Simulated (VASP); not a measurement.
Input for VASP

INCAR:
```
SYSTEM = InN
PREC = Accurate
ENCUT = 520
EDIFF = 1E-6
NELM = 100
ALGO = Normal
LREAL = .FALSE.
LASPH = .TRUE.
ISMEAR = 0
SIGMA = 0.05
GGA = PE
LMAXMIX = 4
LWAVE = .FALSE.
LCHARG = .FALSE.
ISIF = 2
NBANDS = 17
```

### KPOINTS
```
Automatic mesh
0
Gamma
6 6 3
0 0 0
```

File POSCAR:
```
InN
1
    1.7700000000    -3.0657300000     0.0000000000
    1.7700000000     3.0657300000     0.0000000000
    0.0000000000     0.0000000000     5.7000000000
In N
2 2
Direct
  0.6666670000   0.3333330000   0.5000000000
  0.3333330000   0.6666670000   0.0000000000
  0.6666670000   0.3333330000   0.8790000000
  0.3333330000   0.6666670000   0.3790000000
```

POTCAR, in this order: In_d N (PBE.64 set). Program: vasp_std.

Output of the run:

File standard output:
```
 POSCAR found type information on POSCAR InN
 POSCAR found :  2 types and       4 ions
 Reading from existing POTCAR
 Reading from existing POTCAR
 LDA part: xc-table for (Slater+PW92), standard interpolation

 -----------------------------------------------------------------------------
|                                                                             |
|     EEEEEEE  RRRRRR   RRRRRR   OOOOOOO  RRRRRR      ###     ###     ###     |
|     E        R     R  R     R  O     O  R     R     ###     ###     ###     |
|     E        R     R  R     R  O     O  R     R     ###     ###     ###     |
|     EEEEE    RRRRRR   RRRRRR   O     O  RRRRRR       #       #       #      |
|     E        R   R    R   R    O     O  R   R                               |
|     E        R    R   R    R   O     O  R    R      ###     ###     ###     |
|     EEEEEEE  R     R  R     R  OOOOOOO  R     R     ###     ###     ###     |
|                                                                             |
|     The number of bands is not sufficient to hold all electrons. I am       |
|     sorry, but this calculation does not make sense. If you want to         |
|     calculate only selected states, you need to set either EFERMI or        |
|     EREF. EREF specifies around which energy states are supposed to be      |
|     calculated.                                                             |
|     I found NBANDS = 17, NELECT = 36.                                       |
|                                                                             |
|       ---->  I REFUSE TO CONTINUE WITH THIS SICK JOB ... BYE!!! <----       |
|                                                                             |
 -----------------------------------------------------------------------------
```

Question: From input and log, find the fault in this run and mend it.

Answer: The cause: NBANDS is too small to hold all electrons. VASP stops with an error: The number of bands is not sufficient to hold all electrons. I am sorry, but this calculation does not make sense. If you want to calculate only selected states, you need to set either EFERMI or EREF. EREF specifies around which energy states are supposed to be calculated. I found NBANDS = 17, NELECT = 36. ----> I REFUSE TO CONTINUE WITH THIS SICK JOB ... BYE!!! <---- To mend it, remove NBANDS.

The mended run (PBE GGA, plane waves, VASP's PBE PAW potentials (set 64)) converges, and its OSZICAR ends with
```
   1 F= -.21359168E+02 E0= -.21358814E+02  d E =-.706445E-03
```

The compound is InN in the wurtzite structure. The cell was not relaxed at this level.
